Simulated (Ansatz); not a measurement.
System: chalcopyrite CuInS₂. Method: PBE+SOC in Ansatz (PAW).

Run with plane-wave cutoff 520 eV, 10×10×10 k mesh, Fermi–Dirac smearing 0.01 eV, PAW data made under PBE.

Cell (relaxed at this level):

```cif
data_Cu2In2S4
_chemical_formula_sum 'In2 Cu2 S4'
_space_group_name_H-M_alt 'P 1'
_space_group_IT_number 1
_cell_length_a 6.86105
_cell_length_b 6.86105
_cell_length_c 6.86105
_cell_angle_alpha 132.047
_cell_angle_beta 132.047
_cell_angle_gamma 70.155
loop_
_space_group_symop_operation_xyz
  'x, y, z'
loop_
_atom_site_label
_atom_site_type_symbol
_atom_site_fract_x
_atom_site_fract_y
_atom_site_fract_z
_atom_site_occupancy
In1 In 0.50000 0.50000 0.00000 1
In2 In 0.25000 0.75000 0.50000 1
Cu1 Cu 0.00000 0.00000 0.00000 1
Cu2 Cu 0.75000 0.25000 0.50000 1
S1 S 0.87500 0.90486 0.52986 1
S2 S 0.09514 0.62500 0.97014 1
S3 S 0.37500 0.34514 0.47014 1
S4 S 0.65486 0.12500 0.02986 1
```

Q: Predict the bulk modulus B0, band gap and pressure derivative B′ of the bulk modulus.

A: 
- bulk modulus B0 = 64.8 GPa
- band gap = 0.04 eV
- pressure derivative B′ of the bulk modulus = 4.9

Measured, for comparison: band gap 1.55 eV (temperature not stated, no zero-point or thermal correction, direct or pseudo-direct at Γ; as tabulated in Ghosh et al. (2024), arXiv:2401.16805). Computed (rounded) less measured: band gap -1.51 eV.

Note: the bulk modulus comes from volumes at which shape and atoms were relaxed.

Ansatz is an electronic-structure program.
